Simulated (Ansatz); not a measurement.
As: relaxation of cell and atoms with HSE03

Crystal: As.

```xyz
1
Lattice="2.7037 0.0000 0.0000 0.0000 2.7037 0.0000 0.0000 0.0000 2.7037" Properties=species:S:1:pos:R:3 pbc="T T T"
As    1.3518    1.3518    1.3518
```

This isn't the form of As at room conditions, which is rhombohedral.

```yaml
Program: Ansatz 0.2.0
Task: relaxation of cell and atoms
Functional: HSE03
Potentials_or_basis: Ansatz PAW
Cutoff: "420 eV (not typed: the program's choice for these potentials)"
k_mesh: 5 × 5 × 5
Occupations: fermi-dirac, width 0.05 eV
Spin: no spin polarisation
```

| Item | Value |
| --- | --- |
| Relaxed volume | 19.73 Å³/atom |
| Relaxed cell | a = 2.702 Å, b = 2.702 Å, c = 2.702 Å, α = 90.00°, β = 90.00°, γ = 90.00° |
| Space group after relaxing (to 0.05 Å) | Pm-3m (No. 221) |
| Energy gained by relaxing | 0.0 meV/atom |
| Ionic steps | 3 |
| Pressure after relaxing | 0.0 GPa |
| Band gap on the k mesh | none (metal or under the smearing width) |

Final structure:
```yaml
crystal:
  lattice:
    - [2.70237, 0.00000, 0.00000]
    - [0.00000, 2.70237, 0.00000]
    - [0.00000, 0.00000, 2.70237]
  atoms:
    - { symbol: As, position: [0.50000, 0.50000, 0.50000] }
```

Levels at points of the mesh, in eV from the Fermi level:
```csv
k point,band 5,band 6,band 7,band 8,band 9,band 10
"(0.00, 0.00, 0.00)",-39.72,-16.66,4.50,4.50,4.50,8.93
```

It took 17 s on 1 × NVIDIA H100 80GB HBM3 with 2 threads of AMD EPYC 7R13 Processor (Zen 3), with other jobs on the host, peak memory 1.5 GiB.

Caveat: the k mesh is coarse (spacing up to 0.46 Å⁻¹), so the values aren't converged, least of all with exact exchange; the plane-wave basis is chosen anew once the cell has moved, so the energies of steps on either side of that aren't comparable; the PAW data sets come from PBE, with cores solved anew for the run's functional, which leaves a small shift of forces and pressure.
